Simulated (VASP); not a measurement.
TiTe:

```
Ti Te
1.0
     0.00000    3.05007    3.05007
     3.05007    0.00000    3.05007
     3.05007    3.05007    0.00000
Ti Te
1 1
Direct
  0.50000 0.50000 0.50000
  0.00000 0.00000 0.00000
```

The cell comes from a database or a generator and needn't be the stable form of this composition.

Base run:

| Quantity | Value |
| --- | --- |
| Program | VASP 6.6.1 |
| Functional | r2SCAN |
| Potentials or basis | VASP PAW PBE potentials, release 64 (Ti_sv, Te) |
| Cutoff | 520 eV |
| k mesh | 8 × 8 × 8 |
| Occupations | fermi-dirac, width 0.05 eV |
| Spin | no spin polarisation |

Its results: pressure -11.3 GPa.

The run is repeated on the same cell with these changes: hubbard terms from none to Ti d U = 2 eV. What comes out?

Pressure -10.4 GPa.

Caveats: the PAW data sets were made with another functional, which shifts forces and pressure a little; the U is typed as a test and isn't derived for this compound (some runs).
